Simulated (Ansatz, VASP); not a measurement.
## Te2Mo (2H-MoTe2, 1 layer) in two plane-wave programs

One calculation is typed for both programs; each brings its own data sets. How far apart do they land? The structure shown is the start of the Ansatz relaxation below; VASP solves that cell, so the two are compared at the walk's first step.

Program: Ansatz 0.2.0. Level of theory: plane waves, with VASP 6.6.1 beside it; single point at PBE. Results are calculated unless marked as measured.

### Step 1. The starting structure

The cell holds 3 atoms: 2 Te and 1 Mo. Cell: a = 3.550 Å, b = 3.550 Å, c = 25.774 Å, α = 90.0°, β = 90.0°, γ = 120.0°. Vacuum lies along c.

### Step 2. Ansatz: relaxation, PBE

Ansatz runs on its default PAW (the set named soft_2) files.

The two programs are compared at the cell with which this relaxation starts, whose forces are those of its first step.

input.yaml

```yaml
crystal:
  lattice:
    - [3.55, 0.0, 0.0]
    - [-1.775, 3.0743901834, 0.0]
    - [0.0, 0.0, 25.7741026306]
  atoms:
    - { symbol: Te, position: [0.3333333333, 0.6666666667, 0.4267849848] }
    - { symbol: Mo, position: [0.0, 0.0, 0.5] }
    - { symbol: Te, position: [0.3333333333, 0.6666666667, 0.5732150152] }
kpoints:
  mp_grid: { grid: [12, 12, 1] }
hamiltonian:
  xc: pbe
scf:
  occupations: { method: fermi_dirac, width: 0.05 }
  convergence: { dr2_threshold: 1.0e-08 }
efield:
  axis: 3
  dipole_correction: true
  ramp_position: 0.97
  ramp_width: 0.04
relax:
  f_tol: 0.01
  cell: { fix: [c, alpha, beta] }
output:
  write_potential: true
  write_density: true
  volumetric_format: npy
```

Started as:

```bash
$ ansatz run input.yaml --threads 8 --pin off --max-ram 16384MiB --backend cpu --events-out ev --progress --plain --runs-dir out
```

Numbers of over 12 decimals in the logs are rounded to 6 here.

Output:

```text
Warning: relax.cell: scf.convergence.dr2_threshold = 1e-8 eV is looser than the 3e-10 eV advised for a relaxation that steers and ends on the stress (1e-10 eV for each atom of the cell: 3). What an SCF threshold leaves in a stress goes as its square root, and in the free energy as the threshold itself, and one threshold admits the most on a small cell: [figures from the program's tests cut] Set scf.convergence.dr2_threshold to 3e-10 eV or tighter. The threshold is an SCF's pass mark: one that does not reach it within its budget of iterations ends unconverged, or closes short of it on a stop that the run arms, and scf.convergence.dr2_threshold's page says what that costs each kind of run
Engine: ansatz 0.2.0, aarch64-unknown-linux-gnu
Pseudopotentials: kind: paw
Pseudopotential: Te, paw, valence charge 16, recommended cutoff 420 eV (normal), Te.paw.azcp
Pseudopotential: Mo, paw, valence charge 14, recommended cutoff 420 eV (normal), Mo.paw.azcp
Functional definition: PBE
  parameter kappa = 0.804
  parameter beta = 0.066725
  exchange = pbe_x(kappa = kappa, mu = beta*pi^2/3)
  correlation = pbe_c(beta = beta)
Crystal: 3 atoms, lattice volume = 281.301 Å³
Basis set: ecut = 420 eV, 5409 PW (Γ), exchange–correlation on 48×48×360 points (8 copies of the dense FFT grid, shifted against one another)
Bands: 28, of which v1, the nominal top of the filled ones, is band 23 counted from 1 (22 counted from 0)
Symmetry: 6 space group operations
k-points: 19 of 144 (time reversal used)
Non-local potential: Te, projectors of the file, l = 0: 2, l = 1: 2, l = 2: 2, l = 3: 2
Non-local potential: Mo, projectors of the file, l = 0: 3, l = 1: 2, l = 2: 2, l = 3: 1
PAW form: soft (Blöchl's): semilocal exchange-correlation on the pseudo side does not see the compensation charge
PAW one-centre angular grid: Te, 590 points (default); XC on 64 Gauss nodes
PAW one-centre angular grid: Mo, 590 points (default); XC on 64 Gauss nodes
Initial density: superposition of atomic densities (neutral atoms: chi_scale 0, normalization atom), corrected by the library's trained network
Initial wavefunctions: pseudopotential atomic-orbital guess
Functional: x = pbe(κ = 0.804, μ = 0.219515), c = pbe(β = 0.066725)
SCF iter   1: F=—  HF=-18916.648509 eV  |F-HF|=—  |Δ(HF+E_count)|=         —  Δρ=2.53e-3  dr2=8.38e-3  ethr=1.77e-3  p=-0.000 e·Å  D=-9.78e-7 V/Å  ΔV_dip=0.00 eV  dr2_dipole=7.37e-8  V_vac-E_F(+/−)=4.33/4.33 eV  ⟨swp⟩=9.7  Hψ=2730  notcnv=0
efield: sawtooth ramp at fractional position 0.9700 (set: `efield.ramp_position`, or a place that a band, a saddle search or an elastic batch's reference lends), width 0.0400; the density the first Hamiltonian is built on has a dipole p = -0.000 e·Å; the dipole correction subtracts the counter field D = -9.78e-7 V/Å, which shifts the + side's vacuum level by +0.00 eV against the − side's; the planar-averaged density in the ramp window peaks in size at 1.6e-6 e/Å³
preconditioner: auto → none  [insulator: Δε(μ)=1.089 eV  Ē_g=6.965 eV  σ=0.050 eV  W_gap=1.00  n_scr=16 (ndim 8)  ℏωp=9.4 eV  f_vac=0.699  D(μ)=0.00/eV (n_scr^D=0)  ε∞_Penn≈2.8]
SCF iter   2: F=—  HF=-18916.655201 eV  |F-HF|=—  |Δ(HF+E_count)|=   6.69e-3  Δρ=1.80e-3  dr2=2.23e-2  ethr=1.82e-5  p=-0.000 e·Å  D=-1.55e-4 V/Å  ΔV_dip=0.00 eV  dr2_dipole=3.75e-6  V_vac-E_F(+/−)=4.34/4.34 eV  ⟨swp⟩=3.1  Hψ=1351  notcnv=0  defer=3
SCF iter   3: F=—  HF=-18916.659158 eV  |F-HF|=—  |Δ(HF+E_count)|=   3.96e-3  Δρ=2.22e-3  dr2=5.12e-2  ethr=1.82e-5  p=0.001 e·Å  D=4.32e-4 V/Å  ΔV_dip=-0.01 eV  dr2_dipole=2.75e-5  V_vac-E_F(+/−)=4.14/4.15 eV  ⟨swp⟩=3.7  Hψ=1195  notcnv=0  defer=3  recentre
SCF iter   4: F=—  HF=-18916.654461 eV  |F-HF|=—  |Δ(HF+E_count)|=   4.70e-3  Δρ=7.65e-4  dr2=5.52e-4  ethr=1.82e-5  p=-0.000 e·Å  D=-2.78e-4 V/Å  ΔV_dip=0.01 eV  dr2_dipole=1.13e-5  V_vac-E_F(+/−)=4.26/4.25 eV  ⟨swp⟩=2.1  Hψ=741  notcnv=0  defer=3
SCF iter   5: F=—  HF=-18916.655712 eV  |F-HF|=—  |Δ(HF+E_count)|=   1.25e-3  Δρ=2.86e-4  dr2=3.25e-3  ethr=1.20e-6  p=0.004 e·Å  D=2.37e-3 V/Å  ΔV_dip=-0.06 eV  dr2_dipole=8.41e-4  V_vac-E_F(+/−)=4.19/4.26 eV  ⟨swp⟩=2.7  Hψ=821  notcnv=0  defer=3
SCF iter   6: F=—  HF=-18916.655454 eV  |F-HF|=—  |Δ(HF+E_count)|=   2.58e-4  Δρ=3.40e-5  dr2=3.58e-6  ethr=1.20e-6  p=-0.000 e·Å  D=-4.84e-5 V/Å  ΔV_dip=0.00 eV  dr2_dipole=4.97e-7  V_vac-E_F(+/−)=4.23/4.23 eV  ⟨swp⟩=2.0  Hψ=641  notcnv=0  defer=3
SCF iter   7: F=—  HF=-18916.655486 eV  |F-HF|=—  |Δ(HF+E_count)|=   3.17e-5  Δρ=1.19e-5  dr2=2.47e-7  ethr=7.79e-9  p=0.000 e·Å  D=1.59e-6 V/Å  ΔV_dip=-0.00 eV  dr2_dipole=6.75e-9  V_vac-E_F(+/−)=4.23/4.23 eV  ⟨swp⟩=3.2  Hψ=846  notcnv=0  defer=3
[...]
SCF 5 converged in 7 iterations: F = -18916.729412 eV  dr2 = 1.95e-10
relax step   5: F+E_penalty+E_count = -18916.72941194 eV  Δ(F+E_penalty+E_count) = -2.550e-5 eV  max|allowed force component| = 3.205e-4 eV/Å  Δτ_max = 0.0014 Å  P = -0.001 GPa  Ω = 282.086 Å³  energy of the carried Pulay correction = -3.921e-5 eV  fix = [c, alpha, beta]  reactions: c -0.001 GPa  (7 SCF iters, accepted)
Initial wavefunctions: pseudopotential atomic-orbital guess (no wavefunctions were taken with the density)
iter 1 solved again at ethr=3.29e-7 eV; its pass at ethr=3.10e-3 eV (dr2=1.51e-4 eV) is discarded
SCF iter   1: F=—  HF=-18916.728615 eV  |F-HF|=—  |Δ(HF+E_count)|=         —  Δρ=4.13e-5  dr2=1.02e-7  ethr=3.29e-7  p=0.000 e·Å  D=2.12e-6 V/Å  ΔV_dip=-0.00 eV  dr2_dipole=3.66e-13  V_vac-E_F(+/−)=4.33/4.33 eV  ⟨swp⟩=4.0  Hψ=4349  notcnv=0
efield: sawtooth ramp at fractional position 0.9700 (set: `efield.ramp_position`, or a place that a band, a saddle search or an elastic batch's reference lends), width 0.0400; the density the first Hamiltonian is built on has a dipole p = 0.000 e·Å; the dipole correction subtracts the counter field D = 2.12e-6 V/Å, which shifts the + side's vacuum level by -0.00 eV against the − side's; the planar-averaged density in the ramp window peaks in size at 3.2e-6 e/Å³
eigensolver tolerance schedule: the retry pair's looser diagonalisation over-reported the residual by 1482.16 of it (diagonalisation noise at 0.19 of the residual, at the tolerance the schedule requests for it); recorded, not acted on — ethr = c·dr2/N_el stays at c = 1.0e-1
preconditioner: auto → none  [insulator: Δε(μ)=1.078 eV  Ē_g=7.156 eV  σ=0.050 eV  W_gap=1.00  n_scr=16 (ndim 8)  ℏωp=9.4 eV  f_vac=0.704  D(μ)=0.00/eV (n_scr^D=0)  ε∞_Penn≈2.7]
SCF iter   2: F=—  HF=-18916.729167 eV  |F-HF|=—  |Δ(HF+E_count)|=   5.53e-4  Δρ=2.07e-5  dr2=2.97e-8  ethr=2.22e-10  p=0.000 e·Å  D=1.77e-6 V/Å  ΔV_dip=-0.00 eV  dr2_dipole=1.77e-12  V_vac-E_F(+/−)=4.33/4.33 eV  ⟨swp⟩=3.6  Hψ=1369  notcnv=0
SCF iter   3: F=—  HF=-18916.729451 eV  |F-HF|=—  |Δ(HF+E_count)|=   2.83e-4  Δρ=6.72e-6  dr2=5.15e-7  ethr=2.17e-11  p=-0.000 e·Å  D=-4.38e-8 V/Å  ΔV_dip=0.00 eV  dr2_dipole=5.76e-10  V_vac-E_F(+/−)=4.33/4.33 eV  ⟨swp⟩=16.1  Hψ=4044  notcnv=0  recentre
SCF iter   4: F=-18916.729457 eV  HF=-18916.729456 eV  |F-HF|=1.21e-6  |Δ(HF+E_count)|=   4.93e-6  Δρ=4.92e-7  dr2=6.35e-10  ethr=2.17e-11  p=0.000 e·Å  D=2.45e-6 V/Å  ΔV_dip=-0.00 eV  dr2_dipole=4.58e-11  V_vac-E_F(+/−)=4.33/4.33 eV  ⟨swp⟩=8.8  Hψ=3645  notcnv=0
SCF 6 converged in 4 iterations: F = -18916.729457 eV  dr2 = 6.35e-10
relax step   6: F+E_penalty+E_count = -18916.72945693 eV  Δ(F+E_penalty+E_count) = -4.499e-5 eV  max|allowed force component| = 3.295e-4 eV/Å  Δτ_max = 0.0000 Å  P = -0.000 GPa  Ω = 282.086 Å³  fix = [c, alpha, beta]  reactions: c -0.001 GPa  stress off target by 2.65e-4 GPa on what of the cell is left free  SCF on the basis re-selected at this cell (its energy is not comparable with the rows above)  (4 SCF iters)
basis re-selected at this cell: Δ(F+E_penalty+E_count) = -4.499e-5 eV, ΔP = +0.000 GPa vs the last step (what re-selecting the basis moved, of the pressure what is left beyond the Pulay correction that the steps carried, after the strain that the cell walked since its last selection, with what the two solves' SCF thresholds leave and, on support functions, any second-order correction that the steps lacked; it is no m [...]
WARN: The output density's exchange-correlation potential varies sharply where the density is thin. Do not read a vacuum level from v_tot or v_xc, or from such a field of the output density. On a cell that repeats whose density bears no net charge and no dipole along the vacuum's axis use v_es (v_loc + v_h of the components); under efield.dipole_correction with no amplitude use v_es + v_field, which holds any externa [...]
SCF converged after 4 iterations
Free energy (F): -18916.729457 eV
Harris-Foulkes:  -18916.729456 eV  (|F-HF|=1.21e-6)
Internal energy: -18916.729456 eV  (E = F + TS)
E sigma→0 (E₀):  -18916.729456 eV
Entropy (-TS):   -0.000001 eV (-0.000 meV/atom)
Fermi energy:    0.239889 eV
Dipole field:    D = -0.000005 V/Å  (p = -0.000008 e·Å, saw-weighted, corrected)
Work function:   Φ+ = 4.3267 eV   Φ− = 4.3265 eV
Levels:          The Fermi level and band energies are counted from a zero that moves with the ramp; work functions are not
--- Per-component energies (eV) ---
  E_band       = -1150.298123
  E_kinetic    = 802.728802
  E_local      = -49635.871890  (includes V_loc(G=0)·N_el)
  E_nonlocal   = -476.426064
  E_hartree    = 24750.801614
  E_xc         = -431.953635
  E_vxc        = -437.156257  (∫ρ·V_xc dr)
  E_paw        = -12526.919600  (= ΣΔE_a)
  E_vpaw       = -905.179864  (= ΣTr[D̂ρ^β])
  E_aug_tail   = -0.000313  (compensation charges beyond the density's cutoff)
  E_efield     = 0.000000  (sawtooth field / dipole correction)
  E_vefield    = 0.000062  (∫n·V_field dr)
  E_ewald      = 18600.911631
  E_smearing   = -0.000001  (= −TS)
  E_closure    = 0.000000  (closes the sum)
  Σ components = -18916.729457   (vs F -18916.729457, Δ=0.00e0)
--- Forces (eV/Å), atoms counted from 1 ---
  atom   1  Te     0.00000000     0.00000000     0.00032018
  atom   2  Mo     0.00000000     0.00000000     0.00001092
  atom   3  Te     0.00000000     0.00000000    -0.00032869
  max |Σ_I F_I| component: 2.42e-6 eV/Å
--- Stress (GPa, compression-positive) ---
       -0.000265      -0.000000       0.000000
       -0.000000      -0.000265       0.000000
        0.000000       0.000000      -0.000699
  P = ⅓ Tr σ = -0.0004 GPa (-0.004 kbar)
--- Band table (eV; the first three rows and the last of 19) ---
  k-point 0: bands = [... 19 lower, -1.9399, -1.1736, -1.1736, -0.7533, 2.7369, 2.7369, 3.0070, 3.0070, ... 1 higher]
  k-point 1: bands = [... 19 lower, -1.8629, -1.2990, -1.0853, -0.7625, 2.3507, 2.4660, 2.8053, 2.8183, ... 1 higher]
  k-point 2: bands = [... 19 lower, -1.6451, -1.6069, -1.1231, -0.8448, 1.6445, 1.8551, 2.3385, 2.9968, ... 1 higher]
  k-point 18: bands = [... 19 lower, -3.2138, -3.2093, -2.0256, -0.3025, 0.7756, 1.5770, 2.1946, 3.6999, ... 1 higher]
--- Relaxed structure (5 steps of the walk, 4 accepted, 1 SCFs on fresh bases) ---
  F+E_penalty+E_count = -18916.72945693 eV   max|allowed force component| = 3.295e-4 eV/Å   (the final SCF, on the basis selected at the relaxed cell)
  cell:  # Å, volume = 282.0856 Å³
    - [3.554949, 1.8315766192680597e-19, 0]
    - [-1.777475, 3.078676, 0]
    - [0, 0, 25.7741026306]
  atoms:
    - { symbol: Te, position: [0.333333, 0.666667, 0.429853] }
    - { symbol: Mo, position: [0, -2.8783559898885975e-17, 0.500000] }
    - { symbol: Te, position: [0.333333, 0.666667, 0.570147] }
```

### Step 3. VASP: single point, PBE, start cell

The same cell, functional, mesh and smearing now go to VASP, with its own data sets.

Lines of VASP's logs that name or quote its potential files are left out, and so is its time.

INCAR

```
SYSTEM = Te2Mo
PREC = Accurate
ENCUT = 400
EDIFF = 1E-06
NELM = 120
ISMEAR = -1
SIGMA = 0.05
LREAL = .FALSE.
ALGO = Normal
GGA = PE
NBANDS = 19
LASPH = .TRUE.
LORBIT = 11
LWAVE = .FALSE.
LCHARG = .FALSE.
ISIF = 2
LDIPOL = .TRUE.
IDIPOL = 3
DIPOL = 0.5 0.5 0.5
LVHAR = .TRUE.
GGA_COMPAT = .FALSE.
EFERMI = MIDGAP
NELMDL = -8
```

POSCAR

```
Te2Mo
1.0
    3.5500000000      0.0000000000      0.0000000000
   -1.7750000000      3.0743900000      0.0000000000
    0.0000000000      0.0000000000     25.7741030000
Te Mo
2 1
Direct
    0.3333332791      0.6666665582      0.4267849787
    0.3333332791      0.6666665582      0.5732150213
    0.0000000000      0.0000000000      0.4999999806
```

KPOINTS

```
Automatic mesh
0
Gamma
12 12 1
0 0 0
```

Potentials, in the order of the species: Te and Mo_sv (PBE family, release 64).

Started as:

```bash
$ mpirun -np 1 vasp_std
```

Output:

```text
[banner, memory and clock lines left out]
running    1 mpi-ranks, on    1 nodes
 distrk:  each k-point on    1 cores,    1 groups
 distr:  one band on    1 cores,    1 groups

 POSCAR found type information on POSCAR TeMo
 POSCAR found :  2 types and       3 ions
 LDA part: xc-table for (Slater+PW92), standard interpolation
 POSCAR, INCAR and KPOINTS ok, starting setup
 FFT: planning ... GRIDC
 FFT: planning ... GRID_SOFT
 FFT: planning ... GRID
 WAVECAR not read
 entering main loop
       N       E                     dE             d eps       ncg     rms          rms(c)
DAV:   1     0.110035682007E+03    0.11004E+03   -0.11309E+04  1018   0.829E+02
DAV:   2    -0.103402540627E+02   -0.12038E+03   -0.11859E+03  1032   0.178E+02
DAV:   3    -0.185087434303E+02   -0.81685E+01   -0.80870E+01   990   0.412E+01
DAV:   4    -0.186969748236E+02   -0.18823E+00   -0.18767E+00  1019   0.630E+00
DAV:   5    -0.186992314929E+02   -0.22567E-02   -0.22564E-02   944   0.760E-01
DAV:   6    -0.186993045791E+02   -0.73086E-04   -0.73086E-04  1043   0.109E-01
DAV:   7    -0.186993052761E+02   -0.69697E-06   -0.69724E-06   977   0.110E-02
DAV:   8    -0.186993052922E+02   -0.16184E-07   -0.16089E-07   766   0.147E-03    0.134E+01
DAV:   9    -0.183439071466E+02    0.35540E+00   -0.63323E+00   748   0.134E+01    0.607E+00
DAV:  10    -0.183199554476E+02    0.23952E-01   -0.70628E+00   761   0.121E+01    0.469E+00
DAV:  11    -0.179551705427E+02    0.36478E+00   -0.17462E+00   749   0.647E+00    0.133E+00
DAV:  12    -0.179589026216E+02   -0.37321E-02   -0.13912E-01   872   0.197E+00    0.847E-01
DAV:  13    -0.179507427487E+02    0.81599E-02   -0.37107E-02   815   0.106E+00    0.240E-01
DAV:  14    -0.179503312002E+02    0.41155E-03   -0.13852E-03   955   0.221E-01    0.889E-02
[...]
DAV:  18    -0.179501995123E+02   -0.12480E-03   -0.52715E-05   895   0.312E-02    0.819E-03
DAV:  19    -0.179503068726E+02   -0.10736E-03   -0.13975E-05   913   0.176E-02    0.616E-03
DAV:  20    -0.179503787890E+02   -0.71916E-04   -0.40836E-06   801   0.745E-03    0.399E-03
DAV:  21    -0.179504243183E+02   -0.45529E-04   -0.12392E-06   759   0.319E-03    0.186E-03
DAV:  22    -0.179504371353E+02   -0.12817E-04   -0.33463E-07   728   0.142E-03    0.111E-03
DAV:  23    -0.179504475036E+02   -0.10368E-04   -0.33629E-07   672   0.151E-03    0.375E-04
DAV:  24    -0.179504505682E+02   -0.30645E-05   -0.12797E-07   573   0.921E-04    0.278E-04
DAV:  25    -0.179504507183E+02   -0.15014E-06   -0.33894E-09   480   0.240E-04
   1 F= -.17950451E+02 E0= -.17950449E+02  d E =-.274546E-05
```

[end of part 1 of 2]

[Lines on the potential files, build, host, timing and source positions are cut from VASP's logs without a mark.]

[Logs are printed without paths, hosts, clocks, repeated set-up lines and the standing remarks that a program may print on its own settings, such as how far it seeks lower states.]

[Hosts, paths, dates, database ids (printed as entryN), source tags and the programs' standing remarks are cut or masked in the printed files.]
